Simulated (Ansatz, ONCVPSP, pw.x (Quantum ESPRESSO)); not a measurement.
From atom to crystal: ONCV potential for Ge

ONCVPSP 4.0.1.1 (patched build) input, shortened (lines: element, Z, core and valence counts, functional; n l f; lmax; l rc ep ncon nbas qcut; lloc lpopt rc5 dvloc0; l nproj debl; icmod fcfact rcfact), PBE, scalar-relativistic:

```
  Ge 32.00    6    2        4      upf
    1    0    2.00
    2    0    2.00
    2    1    6.00
    3    0    2.00
    3    1    6.00
    3    2   10.00
    4    0    1.00
    4    1    3.00
    2
    0    1.80    0.00    3    7    4.60
    1    2.25    0.00    5    9    4.10
    2    1.70    0.20    4    7    5.10
    4    4    1.30    6.00
    0    2    3.90
    1    2    2.20
    2    3    1.30
    0    0.00    0.00
```

Atomic tests: cutoffs needed: 8.2 Ha and 11 Ha (the cutoffs (Ha) at which the residual kinetic energy of the hardest occupied pseudo-wave falls to 1 and 0.1 mHa per electron) The cutoffs count occupied waves only; projector 3 of the d channel, the hardest unoccupied one, needs 107 Ha at the loose tolerance.; ghost test: ghosts flagged at negative energy: d at -30.9 eV; GHOST(+) flagged for s at 230.5 eV; a true bound ghost makes a file unfit for plane-wave use; largest excitation error: +16 meV (all-electron minus pseudo) for 4s0 4p4, out of 4 test configurations.

Crystal test: bcc Ge in pw.x 7.5, no spin, 14³ k-points, Fermi–Dirac smearing 0.01 Ry, cutoffs 35/140 Ry. The reference is all-electron LAPW (Ansatz 0.2.0) with the same functional, mesh and smearing; V0 and B0 come from Birch–Murnaghan fits to the pressures at five volumes. Errors are pseudo minus all-electron; Δ is the rms difference of the E(V) curves that follow from these fits, minima aligned, over ±6 % about the mean V0. Mesh and smearing are coarse, so the numbers serve the comparison and aren't converged zero-temperature values; the lattice is a test structure that the element need not adopt.

```
V (Å³/atom)  P all-electron (GPa)  P pseudo (GPa)
     18.392                  3.30            2.32
     18.876                  1.36            0.45
     19.360                 -0.33           -1.18
     19.844                 -1.80           -2.59
     20.328                 -3.08           -3.81
```

All-electron: a0 = 3.377 Å (V0 = 19.26 Å³/atom), B0 = 64.5 GPa.

Pseudopotential: mean pressure error (GPa): -0.85; a0 (Å): 3.362; a0 error (%): -0.45; B0 error (%): +2.3; Δ (meV/atom): 3.7. Note: ghosts flagged at negative energy: d at -30.9 eV; GHOST(+) flagged for s at 230.5 eV. A true bound ghost makes a file unfit for plane-wave use.

Question: At the middle volume, how do free energy and pressure move when the wave cutoff is lowered (ecutrho kept at four times it)?

Answer:

```tsv
cutoff (Ry)	shift of F (meV/atom)	shift of P (GPa)
16	+76.4	-3.12
21	+7.9	+0.03
28	+3.6	+0.19
```

The run at the middle volume (104 k-points, 7 iterations) took about 7.9 s on one core of a shared host (Neoverse-V1, 32 threads, 247 GiB, load 22).
